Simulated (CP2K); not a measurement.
Crystal: AgCl (Chlorargyrite).

```
Ag Cl
1.0
     3.86787    0.00000    0.00000
     1.93394    3.34968    0.00000
     1.93394    1.11656    3.15811
Ag Cl
1 1
Direct
  0.00000 0.00000 0.00000
  0.50000 0.50000 0.50000
```

Program: CP2K 2026.2. Alike in all runs: task band structure; no spin polarisation; cell as given; k mesh 8 × 8 × 8.

Q: Order these runs on this cell by their band gap on the k mesh, lowest first.
A. level r2SCAN; potentials or basis POTENTIAL_UZH Ag GTH-SCAN-q11, Cl GTH-SCAN-q7; TZVP-MOLOPT-SCAN-GTH basis; smearing fermi-dirac 0.01 eV; points a segment of the path (NPOINTS) 10; bands added on the path 2; CUTOFF of the grids 675 Ry
B. level PBEsol; potentials or basis POTENTIAL_UZH Ag GTH-PBE-q11, Cl GTH-PBE-q7; TZVP-MOLOPT-PBE-GTH basis; smearing fermi-dirac 0.05 eV; points a segment of the path (NPOINTS) 6; bands added on the path 4; CUTOFF of the grids 450 Ry
C. level TB-mBJ; potentials or basis POTENTIAL_UZH Ag GTH-PBE-q11, Cl GTH-PBE-q7; TZVP-MOLOPT-PBE-GTH basis; smearing fermi-dirac 0.01 eV; points a segment of the path (NPOINTS) 10; bands added on the path 4; CUTOFF of the grids 675 Ry

A: C (metal), B (0.64 eV), A (1.25 eV).

Caveats: the basis of atomic orbitals isn't converged, which shifts pressures, moduli and gaps; this is a model potential without an energy functional, so only levels have meaning (some runs).

